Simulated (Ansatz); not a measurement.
## Two Ansatz runs on Bi

The structure is an experimental refinement, used without relaxation. The listed cell was then made from it by scaling, straining or moving an atom.

First run: DFT, PBE, all-electron LAPW, scalar-relativistic (Ansatz 0.2.0).

Command: `ansatz run input.yaml --threads 1 --pin off --max-ram 2048MiB --backend cpu --events-out ev --progress --plain --runs-dir out` The run took 80 s on 1 thread of Arm Neoverse V2 (shared host), peak memory 0.9 GiB.

```yaml
crystal:
  lattice:
    - [3.3615871641, -3.0785765647, 0.0]
    - [3.3615871641, 3.0785765647, 0.0]
    - [-1.159710694, 0.0, 3.04651635]
  atoms:
    - { symbol: Bi, position: [0.2518, 0.2518, 0.149] }
    - { symbol: Bi, position: [0.7482, 0.7482, 0.851] }
kpoints:
  mp_grid: { grid: [8, 8, 11] }
scf:
  occupations: { method: fermi_dirac, width: 0.05 }
hamiltonian:
  xc: pbe
  pseudopotentials: { kind: all_electron, lapw: { basis_error: 0.00025 } }
output:
  forces: true
  stress: true
  eigenvalues: true
```

Result: converged; pressure 4.18 GPa; largest force 0.083 eV/Å; no gap on the k mesh; 7 SCF iterations.

No spin–orbit coupling, which matters for the heavy atoms here.

The input is then changed:

```diff
@@ -7,10 +7,11 @@
     - { symbol: Bi, position: [0.2518, 0.2518, 0.149] }
     - { symbol: Bi, position: [0.7482, 0.7482, 0.851] }
+  symmetry: { detect: false }
 kpoints:
   mp_grid: { grid: [8, 8, 11] }
 scf:
-  occupations: { method: fermi_dirac, width: 0.05 }
+  occupations: { method: gaussian, width: 0.2 }
 hamiltonian:
-  xc: pbe
+  xc: pbesol
   pseudopotentials: { kind: all_electron, lapw: { basis_error: 0.00025 } }
 output:
```

Problem. Predict the outcome of the changed run.

Solution. It converged; pressure 1.34 GPa; largest force 0.085 eV/Å; no gap on the k mesh; 7 SCF iterations. Some of these settings are too coarse for converged properties.
